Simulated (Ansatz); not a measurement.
## SiO2 — ¹⁷O nuclear quadrupole resonance

Cell: a Materials Project structure (computed, not necessarily an observed phase), atoms as given.

```yaml
crystal:
  lattice:
    - [4.95801, 0.00000, 0.00000]
    - [0.00000, 8.74132, 0.00000]
    - [0.00000, 0.00000, 8.67864]
  atoms:
    - { symbol: Si, position: [0.93371, 0.17405, 0.18126] }
    - { symbol: Si, position: [0.06629, 0.82595, 0.18126] }
    - { symbol: Si, position: [0.43371, 0.32595, 0.31874] }
    - { symbol: Si, position: [0.93371, 0.17405, 0.81874] }
    - { symbol: Si, position: [0.06629, 0.82595, 0.81874] }
    - { symbol: Si, position: [0.43371, 0.32595, 0.68126] }
    - { symbol: Si, position: [0.56629, 0.67405, 0.31874] }
    - { symbol: Si, position: [0.56629, 0.67405, 0.68126] }
    - { symbol: O, position: [0.01355, 0.80127, 0.00000] }
    - { symbol: O, position: [0.50000, 0.50000, 0.27157] }
    - { symbol: O, position: [0.51355, 0.69873, 0.50000] }
    - { symbol: O, position: [0.98645, 0.19873, 0.00000] }
    - { symbol: O, position: [0.12318, 0.28895, 0.72161] }
    - { symbol: O, position: [0.87682, 0.71105, 0.72161] }
    - { symbol: O, position: [0.00000, 0.00000, 0.77157] }
    - { symbol: O, position: [0.62318, 0.21105, 0.22161] }
    - { symbol: O, position: [0.37682, 0.78895, 0.22161] }
    - { symbol: O, position: [0.50000, 0.50000, 0.72843] }
    - { symbol: O, position: [0.37682, 0.78895, 0.77839] }
    - { symbol: O, position: [0.12318, 0.28895, 0.27839] }
    - { symbol: O, position: [0.62318, 0.21105, 0.77839] }
    - { symbol: O, position: [0.48645, 0.30127, 0.50000] }
    - { symbol: O, position: [0.00000, 0.00000, 0.22843] }
    - { symbol: O, position: [0.87682, 0.71105, 0.27839] }
```

Atom numbers follow the list; atoms alike are taken as one site, whose name carries the number of the first.

Method: Kohn–Sham DFT in Ansatz, PBE, plane waves and PAW (field gradients read without the response of the frozen cores, which leaves them typically 4 to 6 % off), scalar-relativistic, 420 eV cutoff, Γ-centred 5×3×3 k-points, Fermi–Dirac smearing 0.02 eV.

¹⁷O: I = 5/2, Q = -25.58 mb (year-2017 value). Static lattice, zero field.

Q: At which frequencies do the ¹⁷O NQR lines lie?

A: For I = 5/2 and η = 0 the lines are 3|C_Q|/20 and twice that; η pulls their ratio below 2.

| site | atoms | V_zz (10²¹ V/m²) | C_Q (MHz) | η | line frequencies (MHz) |
| --- | --- | --- | --- | --- | --- |
| O9 | 9, 11, 12, 22 | 9.97 | -6.16 | 0.13 | 0.940, 1.84 |
| O10 | 10, 15, 18, 23 | 9.81 | -6.07 | 0.10 | 0.919, 1.82 |
| O13 | 13, 14, 16, 17, 19, 20, … | 9.48 | -5.87 | 0.22 | 0.926, 1.74 |

At O9, O10 and O13 V_zz runs parallel to the line that joins its two neighbours (within 1°) in each case.

The largest force is 0.3 eV/Å, so the atoms aren't at the calculated equilibrium and relaxing them would move these values.
